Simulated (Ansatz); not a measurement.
**Property card for Ti₃Al₅**

Level of theory: DFT r2SCAN, scalar-relativistic, plane waves, PAW (Ansatz 0.2.0).

Cutoff 500 eV; k points 10×10×4 on the computed 8-atom cell (Γ-centred); Gaussian smearing, width 0.10 eV; no spin polarisation.

The structure is relaxed at this level of theory with its symmetry kept. Whether it is the stable form of this composition wasn't checked.

```cif
data_structure
_symmetry_space_group_name_H-M 'P4/mmm'
_symmetry_Int_Tables_number 123
_cell_length_a 3.8983
_cell_length_b 3.8983
_cell_length_c 8.3249
_cell_angle_alpha 90.000
_cell_angle_beta 90.000
_cell_angle_gamma 90.000
_cell_volume 126.51
loop_
_atom_site_label
_atom_site_type_symbol
_atom_site_symmetry_multiplicity
_atom_site_Wyckoff_symbol
_atom_site_fract_x
_atom_site_fract_y
_atom_site_fract_z
_atom_site_occupancy
Ti1 Ti 1 b 0.00000 0.00000 0.50000 1
Ti2 Ti 1 c 0.50000 0.50000 0.00000 1
Ti3 Ti 1 d 0.50000 0.50000 0.50000 1
Al1 Al 4 i 0.00000 0.50000 0.25133 1
Al2 Al 1 a 0.00000 0.00000 0.00000 1
```

(1) Formation energy from the elements' standard states (uncorrected)?

(2) Density of states at the Fermi level?

(3) Löwdin character within 0.5 eV of the Fermi level?

(4) Bulk modulus?

(5) Its pressure derivative?

(6) Bader charges (e)?

Results:

(1) -0.438 eV/atom.

(2) 5.07 states/eV per cell.

(3) Ti 3d 76 %, Al 3p 16 %.

(4) 117 GPa.

(5) 4.0.

(6) Ti (1 in the cell) 0.79, Ti (1 in the cell) 0.89, Ti (1 in the cell) 0.72, Al (4 in the cell) -0.52, Al (1 in the cell) -0.31.